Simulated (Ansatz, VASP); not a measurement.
Two plane-wave programs on Zn

```
Zn
1.0
     0.00000    2.93294    2.93294
     2.93294    0.00000    2.93294
     2.93294    2.93294    0.00000
Zn
2
Direct
  0.00000 0.00000 0.00000
  0.25000 0.25000 0.25000
```

Change from the starting cell: volume scaled by 1.025, PAW files.

Alike in both runs: task electric field gradients; functional PBE; k mesh 11 × 11 × 11; occupations fermi-dirac, width 0.05 eV; no spin polarisation.

|  | VASP | Ansatz |
| --- | --- | --- |
| version | VASP 6.6.1 | Ansatz 0.2.0 |
| potentials or method | VASP PAW PBE potentials, release 64 (Zn) | PAW with Ansatz's default frozen-core files, scalar-relativistic |
| plane-wave cutoff (eV) | 520 | 420 |
| valence electrons in the cell | 24 | 24 |

```csv
,VASP,Ansatz,Ansatz less VASP
pressure (GPa),-0.5,-0.6,-0.15
Vzz of the field gradient on the site that differs most (V/Å²),0.0,0.0,-0.01
```
